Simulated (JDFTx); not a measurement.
Crystal: MgB2.

```
Mg B
1.0
     3.08500    0.00000    0.00000
    -1.54250    2.67169    0.00000
     0.00000    0.00000    3.52300
Mg B
1 2
Direct
  0.00000 0.00000 0.00000
  0.66667 0.33333 0.50000
  0.33333 0.66667 0.50000
```

- Program: JDFTx 1.7.0 (patched build)
- Task: relaxation of cell and atoms
- Functional: LDA
- Potentials or basis: PseudoDojo-SR-LDA-0.4.1-standard
- Cutoff: 1143 eV
- Density cutoff: 9143 eV
- k mesh: 10 × 10 × 8
- Occupations: fermi-dirac, width 0.05 eV
- Spin: no spin polarisation

At the start: pressure -7.3 GPa; volume 9.68 Å³/atom.

**Question.** Where does the relaxation end?

**Answer.** Over 7 steps the energy falls by 11.1 meV/atom and the volume is 9.20 Å³/atom (-4.9 %); space group P6/mmm (No. 191, to 0.05 Å).

Step by step:
```csv
step,energy change (eV),largest force (eV/Å),pressure (GPa),volume (Å³)
1,0.0000,0.0000,-7.25,29.04
2,-0.0148,0.0000,-5.42,28.66
3,-0.0321,0.0000,-0.17,27.70
4,-0.0330,0.0000,-0.18,27.67
5,-0.0333,0.0000,-0.02,27.60
6,-0.0333,0.0000,0.01,27.60
7,-0.0333,0.0000,0.00,27.60
```

Final structure:
```cif
data_structure
_symmetry_space_group_name_H-M 'P 1'
_symmetry_Int_Tables_number 1
_cell_length_a 3.0428
_cell_length_b 3.0428
_cell_length_c 3.4423
_cell_angle_alpha 90.000
_cell_angle_beta 90.000
_cell_angle_gamma 120.000
_cell_volume 27.60
loop_
_atom_site_label
_atom_site_type_symbol
_atom_site_fract_x
_atom_site_fract_y
_atom_site_fract_z
_atom_site_occupancy
Mg1 Mg 0.00000 0.00000 0.00000 1
B1 B 0.66667 0.33333 0.50000 1
B2 B 0.33333 0.66667 0.50000 1
```
